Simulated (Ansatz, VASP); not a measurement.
One calculation of Ag, two programs

```
Ag
1.0
     0.00000    2.07383    2.07383
     2.07383    0.00000    2.07383
     2.07383    2.07383    0.00000
Ag
1
Direct
  0.50000 0.50000 0.50000
```

Alike in both runs: functional PBE; k mesh 22 × 22 × 22; occupations gaussian, width 0.1 eV; no spin polarisation.

Ansatz relaxed the structure, and its values are those at the end. VASP's run is a single point on that final structure, the one shown.

```csv
,VASP,Ansatz
version,VASP 6.6.1,Ansatz 0.2.0
potentials or method,"VASP PAW PBE potentials, release 64 (Ag)","scalar-relativistic, plane waves, PAW"
plane-wave cutoff (eV),520,420
valence electrons in the cell,11,19
```

```csv
,VASP,Ansatz,Ansatz less VASP
gap on the k mesh at the Fermi level (eV),none,none,-
pressure (GPa),-0.1,0.0,+0.06
```

A gap of «none» marks a metal or a gap that the smearing closes. The functional is the same, so the differences come from potentials, cutoffs and numerics. The two sets of potentials don't hold the same shells in valence.
